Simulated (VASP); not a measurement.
# Settings for Fe: relaxation of the cell

Fe, P-1 (no. 2), 1 atom in the cell. PBE, relaxation of the cell; PAW potentials Fe (PBE set). VASP 6.6.1.

Wanted: cell lengths a, b, c within 0.2 %; volume within 0.4 %.

The series start from Relaxations run in a row: 2; Cutoff ENCUT (eV): 350; Force threshold EDIFFG (eV/Å): -0.01; Relaxation method: conjugate gradient, POTIM 0.5; Precision mode: Accurate. Each series keeps the choices made before it, and each single choice may use up half of a tolerance. Times cover all steps of a run.

## Relaxations run in a row

| Relaxations run in a row | Cell lengths a, b, c, largest deviation against the largest value | Volume (Å³/atom) | Time (s) |
|---|---|---|---|
| 1 | 0.064 % | 11.25 | 71 |
| 2 | 0 % | 11.27 | 113 |
| 3 (reference) | 0 % | 11.27 | 111 |

Chosen: 1, the loosest value from which every tighter one stays within half of the tolerance.

## Cutoff ENCUT (eV)

| Cutoff ENCUT (eV) | Cell lengths a, b, c, largest deviation against the largest value | Volume (Å³/atom) | Time (s) |
|---|---|---|---|
| 250 | 0.47 % | 11.16 | 70 |
| 300 | 0.039 % | 11.28 | 103 |
| 350 | 0.15 % | 11.25 | 71 |
| 400 | 0.084 % | 11.27 | 151 |
| 450 | 0.009 % | 11.29 | 156 |
| 500 | 0.0082 % | 11.29 | 173 |
| 550 (reference) | 0 % | 11.29 | 178 |

Chosen: 400.

## Force threshold EDIFFG (eV/Å)

| Force threshold EDIFFG (eV/Å) | Cell lengths a, b, c, largest deviation against the largest value | Volume (Å³/atom) | Time (s) |
|---|---|---|---|
| -0.05 | 0.082 % | 11.27 | 127 |
| -0.02 | 0.082 % | 11.27 | 146 |
| -0.01 | 0.082 % | 11.27 | 151 |
| -0.005 | refused | refused | 136 |
| -0.002 (reference) | 0 % | 11.27 | 175 |

Chosen: -0.002; the next looser run gave no result to compare.

VASP's message at the runs that stop: VERY BAD NEWS! internal error in subroutineSGRCON:Found some non-integer element in rotation matrix 3.

## Relaxation method

| Relaxation method | Cell lengths a, b, c, largest deviation against the largest value | Volume (Å³/atom) | Time (s) |
|---|---|---|---|
| conjugate gradient, POTIM 0.5 | 0 % | 11.27 | 175 |
| conjugate gradient, POTIM 0.2 | 0.0049 % | 11.27 | 218 |
| conjugate gradient, POTIM 1.0 | 0.01 % | 11.28 | 209 |
| quasi-Newton, POTIM 0.5 | 0.013 % | 11.28 | 162 |
| quasi-Newton, POTIM 0.5, at least 5 electronic steps | refused | refused | 120 |
| velocity quench, POTIM 0.1 | crashed | crashed | 149 |

Chosen: conjugate gradient, POTIM 0.5; no other choice that stays within half of the tolerance saves 30 % of the time.

VASP's message at the runs that stop: VERY BAD NEWS! internal error in subroutineSGRCON:Found some non-integer element in rotation matrix 3.

VASP's message at the runs that stop: Orbital orthonormalization failed in the inversion of matrix LAPACK: Routine ZPOTRF failed! kpoint: 1 spin: 1 Possible solutions for this issue are: - Please check whether the atoms are too close to each other. - Decreasing POTIM might help during relaxations or MDs. - Deleting CHGCAR or WAVECAR if incompatible with the structure. - Try calculating without symmetrizing (ISYM = 0 or ISYM = -1). ---.

## Precision mode

| Precision mode | Cell lengths a, b, c, largest deviation against the largest value | Volume (Å³/atom) | Time (s) |
|---|---|---|---|
| Accurate | 0 % | 11.27 | 175 |
| Normal | 0.011 % | 11.27 | 97 |
| High | 0.011 % | 11.27 | 144 |

Chosen: Normal, the fastest of those that stay within half of the tolerance.

The choices weren't compared together with a run at all the tightest settings, so their joint error isn't shown.

## The input

INCAR.step1:
```
PREC = Normal
ENCUT = 400
EDIFF = 1E-7
ISMEAR = 1
SIGMA = 0.1
LREAL = F
LASPH = T
NELM = 100
ALGO = Normal
LWAVE = F
LCHARG = F
ISPIN = 2
MAGMOM = 3
LMAXMIX = 4
IBRION = 2
NSW = 60
ISIF = 3
EDIFFG = -0.002
POTIM = 0.5
KPAR = 8
```

INCAR.step2, as INCAR.step1 but for:
```
- IBRION = 2
- NSW = 60
- ISIF = 3
- EDIFFG = -0.002
- POTIM = 0.5
+ NSW = 0
+ ISIF = 2
```

KPOINTS:
```
k-points
0
Gamma
  13 13 13
```

POSCAR.step1:
```
Fe
1.0
   -1.4834770000      1.5006070000      1.4886320000
    1.4798310000     -1.4824660000      1.4668440000
    1.4749750000      1.4739640000     -1.4704910000
Fe
1
Direct
    0.0000000000      0.0000000000      0.0000000000
```

POSCAR.step2:
```
Fe
1.0
   -1.4126175146      1.4128826272      1.4128817267
    1.4128703457     -1.4121457527      1.4124344396
    1.4123486933      1.4118672995     -1.4121806980
Fe
1
Direct
    0.0000000000      0.0000000000      0.0000000000
```

Commands (each step's output is kept before the next begins):
```
cat potpaw_PBE.64/Fe/POTCAR > POTCAR
cp INCAR.step1 INCAR
cp POSCAR.step1 POSCAR
mpirun -np 8 vasp_std > vasp.out
cp CONTCAR POSCAR
cp INCAR.step2 INCAR
cp POSCAR.step2 POSCAR
mpirun -np 8 vasp_std > vasp.out
```

Limits: the start was distorted on purpose (volume up by 6 %, random strain, atoms moved at random), so the space group given is the start's and not the crystal's.

The chosen input took VASP 6.6.1 97 s on 8 cores (Intel Xeon Platinum 8259CL @ 2.50GHz (Skylake/Cascade Lake)), a shared host.

## An input that fails: cell relaxed at a low cutoff

It runs to its end, but against the unchanged starting input it is off by 1.4 % in the cell lengths a, b, c, 4 % in the volume.

Changes against the starting input:
```
(all steps)
- PREC = Accurate
- ENCUT = 350
+ PREC = Low
+ ENCUT = 250
(POSCAR.step3)
-   -1.4117859791      1.4120711284      1.4114068330
-    1.4116862238     -1.4131874775      1.4124641358
-    1.4122207930      1.4136114487     -1.4125626288
+   -1.3934894082      1.3965881512      1.3936141329
+    1.3923305090     -1.3954542260      1.3913597926
+    1.3922470185      1.3942088727     -1.3925137218
```
